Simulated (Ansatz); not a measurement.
## TiAl, before and after

The guess for TiAl is a distorted database cell: TiAl type (P4/mmm) distorted into a subgroup (P4mm, No. 99) (cell multiple 1; largest shift (Å) 0.17).

start.cif

```cif
data_structure
_symmetry_space_group_name_H-M 'P 1'
_symmetry_Int_Tables_number 1
_cell_length_a 2.7850
_cell_length_b 2.7850
_cell_length_c 4.2087
_cell_angle_alpha 90.000
_cell_angle_beta 90.000
_cell_angle_gamma 90.000
_cell_volume 32.64
loop_
_atom_site_label
_atom_site_type_symbol
_atom_site_fract_x
_atom_site_fract_y
_atom_site_fract_z
_atom_site_occupancy
Ti1 Ti 0.00000 0.00000 0.04188 1
Al1 Al 0.50000 0.50000 0.45812 1
```

Method: DFT PBE, scalar-relativistic, plane waves, PAW (Ansatz). Cutoff 420 eV, Gaussian smearing, Γ-centred meshes. Cell and atoms relax first on a coarse mesh and then on a finer one. In between, the cell is made exact in the group found at 0.06 Å. In metals the finer mesh still leaves noise of several meV/atom or more. The steps can't lower the symmetry of their start. No spin polarisation in the relaxation; trial moments died out in a coarse test.

end.cif

```cif
data_structure
_symmetry_space_group_name_H-M 'P 1'
_symmetry_Int_Tables_number 1
_cell_length_a 2.8233
_cell_length_b 2.8233
_cell_length_c 4.0738
_cell_angle_alpha 90.000
_cell_angle_beta 90.000
_cell_angle_gamma 90.000
_cell_volume 32.47
loop_
_atom_site_label
_atom_site_type_symbol
_atom_site_fract_x
_atom_site_fract_y
_atom_site_fract_z
_atom_site_occupancy
Ti1 Ti 0.00000 0.00000 0.00000 1
Al1 Al 0.50000 0.50000 0.50000 1
```

The symmetry goes from P4mm (No. 99) to P4/mmm (No. 123). The end has the CuAu (L1_0) type. The volume per atom shrinks by 0.5 %, from 16.3 to 16.2 Å³. The shortest distance goes from 2.64 Å (Ti–Al) to 2.82 Å (Al–Al and Ti–Ti). The energy falls by about 0.18 eV/atom (the start's value is from the coarse mesh).

```json
{
 "Volume per atom": "16.24 Å³",
 "Density": "3.83 g/cm³",
 "Energy over the elements": "−0.40 eV/atom",
 "Gap on the 20×20×14 mesh of the 2-atom cell": "0 eV (a metal)"
}
```

Energies over the elements count from the elements' standard structures at the same level, with no fitted energy shifts. A negative formation energy is needed for stability but isn't enough: competing phases decide.

The last run used Gaussian smearing of 0.10 eV. A later test with randomly moved atoms came back to the same energy, though modes that don't fit the test's cell weren't probed. In all, the 3 runs took 54 s on 1 thread of Intel(R) Xeon(R) Platinum 8259CL CPU @ 2.50GHz (Skylake/Cascade Lake) (shared host).
